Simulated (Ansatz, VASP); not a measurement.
Given: the input of a run of VASP 6.6.1 on Mg (Magnesium). 

INCAR

```
SYSTEM = Mg
PREC = Accurate
ENCUT = 600
EDIFF = 1E-6
ISMEAR = -1
SIGMA = 0.05
LREAL = .False.
LASPH = .True.
NELM = 80
ALGO = Fast
ISIF = 3
LWAVE = .False.
LCHARG = .False.
GGA = PS
IVDW = 12
IBRION = 2
NSW = 40
EDIFFG = -0.01
```

File KPOINTS:

```
regular mesh
0
Gamma
  10 10 5
  0 0 0
```

The input POSCAR:

```
Mg
1.0
    3.2093000000      0.0000000000      0.0000000000
   -1.6046500000      2.7793353284      0.0000000000
    0.0000000000      0.0000000000      5.2103000000
Mg
2
Direct
    0.6666666667      0.3333333333      0.7500000000
    0.3333333333      0.6666666667      0.2500000000
```

Potentials or basis: VASP PAW PBE potentials, release 64 (Mg).

Run with:

```bash
$ cat potpaw_PBE.64/Mg/POTCAR > POTCAR
$ mpirun -np 1 vasp_std > vasp.out
```

What does the same run look like in Ansatz 0.2.0? Potentials or basis there: all-electron LAPW, scalar-relativistic.

As run (cutoffs and basis follow the program's own potentials, and thresholds, step limits or extra output files can differ):

Contents of input.yaml:

```yaml
crystal:
  lattice:
    - [3.2093, 0.0, 0.0]
    - [-1.60465, 2.7793353284, 0.0]
    - [0.0, 0.0, 5.2103]
  atoms:
    - { symbol: Mg, position: [0.6666666667, 0.3333333333, 0.75] }
    - { symbol: Mg, position: [0.3333333333, 0.6666666667, 0.25] }
kpoints:
  mp_grid: { grid: [10, 10, 5] }
scf:
  occupations: { method: fermi_dirac, width: 0.05 }
hamiltonian:
  xc: pbesol
  dispersion: d3bj
  pseudopotentials: { kind: all_electron, lapw: { basis_error: 0.001 } }
output:
  forces: true
  stress: true
relax:
  f_tol: 0.01
  max_steps: 60
  cell: {}
```

Potentials or basis: all-electron LAPW, scalar-relativistic.

Launch:

```sh
$ ansatz run input.yaml --threads 1 --pin off --max-ram 3072MiB --backend cpu --events-out ev --progress --plain --runs-dir out
```

Both were run:

|  | VASP | Ansatz |
| --- | --- | --- |
| Relaxed volume | 21.40 Å³/atom | 21.40 Å³/atom |
| Relaxed cell | a = 3.094 Å, b = 3.094 Å, c = 5.161 Å, α = 90.00°, β = 90.00°, γ = 120.00° | a = 3.094 Å, b = 3.094 Å, c = 5.163 Å, α = 90.00°, β = 90.00°, γ = 120.00° |
| Space group after relaxing | P6_3/mmc (No. 194) | P6_3/mmc (No. 194) |
| Pressure after relaxing | 0.0 GPa | 0.0 GPa |

VASP's potentials were made for PBE.

Where Ansatz's input types no cutoff or centring, it takes its own default and a Γ-centred mesh.

Pressure is positive in compression.
